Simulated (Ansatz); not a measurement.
A plane-wave DFT run in Ansatz 0.2.0 (scalar-relativistic PAW potentials unless the input names others): input and command.

```yaml
crystal:
  lattice:
    - [4.4878074674, 0.0234423812, 0.0780306846]
    - [0.0234423812, 4.9569018716, -0.0875281074]
    - [0.0498129739, -0.0558759077, 3.0686738474]
  atoms:
    - { symbol: Ti, position: [0.00058763, -0.0007768495, -0.0174863095] }
    - { symbol: Ti, position: [0.4985892106, 0.4997834781, 0.5014129253] }
    - { symbol: O, position: [0.2928115495, 0.3550692547, 0.0300437201] }
    - { symbol: O, position: [0.1876474541, 0.7803511888, 0.5022679875] }
    - { symbol: O, position: [0.6838366858, 0.6890318609, -0.0399132569] }
    - { symbol: O, position: [0.83652747, 0.1765410671, 0.5236749335] }
basis:
  ecutwfc: "350 eV"
kpoints:
  mp_grid: { grid: [6, 6, 8] }
hamiltonian:
  xc: pbe
scf:
  occupations: { method: gaussian, width: 0.05 }
  initial_density: { chi_scale: 0.1 }
output:
  forces: true
  eigenvalues: true
  stress: true
```

```bash
ansatz run input.yaml --threads 2 --pin off --max-ram 5120MiB --backend cpu --events-out ev --progress --plain --runs-dir out
```

Abridged log:
```
Warning: basis.ecutwfc = 350 eV is below the records' recommended 420 eV, and the density's cutoff is lower with it unless basis.ecutrho_ratio is high enough to keep the records' density cutoff: compare with a run at a higher cutoff
Pseudopotentials: kind: paw
Pseudopotential: Ti, paw, valence charge 12, recommended cutoff 420 eV (normal)
Pseudopotential: O, paw, valence charge 6, recommended cutoff 420 eV (normal)
Functional definition: PBE
Crystal: 6 atoms, lattice volume = 68.221 Å³
Basis set: ecut = 350 eV, 1019 PW (Γ), exchange–correlation on 60×64×40 points (8 copies of the dense FFT grid, shifted against one another)
Bands: 30, of which v1, the nominal top of the filled ones, is band 24 counted from 1 (23 counted from 0)
Symmetry: 1 space group operations
Space group: P1 (ITA 1), of the structure as read, at distance tolerance 4.1e-5 Å
k-points: 148 of 288 (time reversal used)
Initial density: superposition of atomic densities (chi_scale 0.1, normalization cell, long waves kept (reshape's long-wave potential 0.02 eV rms))
Initial wavefunctions: pseudopotential atomic-orbital guess
Functional: x = pbe(κ = 0.804, μ = 0.21951497), c = pbe(β = 0.06672455)
SCF iter   1: F=—  HF=-7276.306243 eV  |F-HF|=—  |Δ(HF+E_count)|=         —  Δρ=5.86e-2  dr2=2.34e0  ethr=3.10e-3  ⟨swp⟩=4.6  Hψ=16583  notcnv=0
SCF iter   2: F=—  HF=-7276.044174 eV  |F-HF|=—  |Δ(HF+E_count)|=   2.62e-1  Δρ=3.36e-2  dr2=7.41e-1  ethr=3.10e-3  ⟨swp⟩=2.9  Hψ=8118  notcnv=0  defer=207
SCF iter   3: F=—  HF=-7275.985920 eV  |F-HF|=—  |Δ(HF+E_count)|=   5.83e-2  Δρ=6.82e-3  dr2=4.34e-2  ethr=1.54e-3  ⟨swp⟩=2.2  Hψ=6553  notcnv=0  defer=207
SCF iter   4: F=—  HF=-7275.994597 eV  |F-HF|=—  |Δ(HF+E_count)|=   8.68e-3  Δρ=2.13e-3  dr2=3.77e-3  ethr=9.04e-5  ⟨swp⟩=2.0  Hψ=7157  notcnv=0  defer=207
SCF iter   5: F=—  HF=-7275.997385 eV  |F-HF|=—  |Δ(HF+E_count)|=   2.79e-3  Δρ=5.31e-4  dr2=2.59e-4  ethr=7.85e-6  ⟨swp⟩=2.0  Hψ=5929  notcnv=0  defer=59
automatic band count: iteration 5 solves 29 bands in place of 30: the levels show a gap, and the empty bands left out lie too high to hold charge; the band table lists the bands solved (type scf.n_extra_bands for more)
SCF iter   6: F=—  HF=-7275.997625 eV  |F-HF|=—  |Δ(HF+E_count)|=   2.40e-4  Δρ=1.90e-4  dr2=2.64e-5  ethr=5.39e-7  ⟨swp⟩=2.0  Hψ=6132  notcnv=0  defer=59
SCF iter   7: F=—  HF=-7275.997718 eV  |F-HF|=—  |Δ(HF+E_count)|=   9.33e-5  Δρ=6.89e-5  dr2=3.65e-6  ethr=5.51e-8  ⟨swp⟩=2.0  Hψ=6343  notcnv=0  defer=59
SCF iter   8: F=—  HF=-7275.997720 eV  |F-HF|=—  |Δ(HF+E_count)|=   1.97e-6  Δρ=2.23e-5  dr2=4.47e-7  ethr=7.61e-9  ⟨swp⟩=2.0  Hψ=6254  notcnv=0  defer=59
SCF iter   9: F=-7275.997721 eV  HF=-7275.997721 eV  |F-HF|=4.51e-9  |Δ(HF+E_count)|=   1.25e-7  Δρ=6.56e-6  dr2=4.18e-8  ethr=2.08e-10  ⟨swp⟩=6.9  Hψ=16982  notcnv=0
SCF 1 converged in 9 iterations: F = -7275.997721 eV  dr2 = 4.18e-8
SCF converged after 9 iterations
Free energy (F): -7275.997721 eV
Harris-Foulkes:  -7275.997721 eV  (|F-HF|=4.51e-9)
Internal energy: -7275.997721 eV  (E = F + TS)
E sigma→0 (E₀):  -7275.997721 eV
Fermi energy:    8.845222 eV
--- Forces (eV/Å), atoms counted from 1 ---
  atom   1  Ti     0.03965190    -1.00045542    -0.33243721
  atom   2  Ti    -0.46982794     0.74492326     0.34433541
  atom   3  O     -0.08687913    -2.37014853    -1.20362940
  atom   4  O      0.29420731     1.32187812     0.32669672
  atom   5  O      1.27842494     1.05486804     1.09232106
  atom   6  O     -1.05561503     0.24889516    -0.22732152
--- Stress (GPa, compression-positive) ---
        1.186820      -0.479161      -0.165305
       -0.479162      -8.905644       3.791990
       -0.165305       3.791989     -11.550715
  P = ⅓ Tr σ = -6.4232 GPa (-64.232 kbar)
```

Apart from outputs and empty bands, the input differs from a reference run on usual settings in basis.ecutwfc: 420 → "350 eV"; scf.initial_density.chi_scale: not typed → 0.1. The reference, at the same geometry (not necessarily relaxed), gave pressure -6.41 GPa, largest force 2.685 eV/Å, gap on the mesh 1.76 eV. This run converged in 9 SCF iterations (reference: 8) with an energy at zero smearing 61.99 meV/atom above the reference's, pressure -6.42 GPa, largest force 2.660 eV/Å, gap on the mesh 1.76 eV. Its cutoff is looser than usual, and the result moved.

Time: 9.6 s on 2 threads of AMD EPYC 7R43 64-Core Processor (Zen 3), on a shared host, peak memory 0.52 GiB.